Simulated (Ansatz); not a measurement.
Consider the hydrogenolysis of a Li–O bond: `[Li][O]C(C)(C)C` + H₂ → `[LiH]` + `CC(C)(C)O`.

Calculated with Ansatz (gas phase, PBE0-D4/def2-TZVP geometries, no zero-point term in ΔE). CCSD(T)/CBS adds triple-zeta CCSD(T) − MP2 to the extrapolated MP2 energy (def2 sets, frozen cores). This one scheme is used for every species. Functionals use def2-TZVPP. B3LYP here is the variant with VWN-RPA as its local correlation; programs differ in this. For Li outer-core shells are correlated without core-valence functions, which leaves a few kJ/mol of doubt a bond. Each species was taken in one conformer, which may not be the lowest.

CCSD(T)/CBS gives +135.7 kJ/mol.

Question: Another level gave +128.6 kJ/mol. Which?
A. B3LYP-D4/def2-TZVPP
B. BLYP-D4/def2-TZVPP
C. BHLYP-D4/def2-TZVPP
D. B3LYP/def2-TZVPP

Answer: C. BHLYP-D4 128.6, B3LYP-D4 137.5, BLYP-D4 145.2, B3LYP 132.9 kJ/mol.

Largest T1 diagnostic among the species: 0.012.

Leaving LDA and LC-ωPBE aside and taking each functional with its dispersion term where it has one, the values, not all of them listed here, spread over 39.2 kJ/mol, from B97M-V to BLYP-D4. From PBE to PBE0 (25 % exact exchange), in def2-TZVPP and without D4, ΔE moves by −8.1 kJ/mol.

CCSD(T)/CBS has its own doubt, a few kJ/mol and more with outer-core shells, so smaller differences from it don't rank the levels.
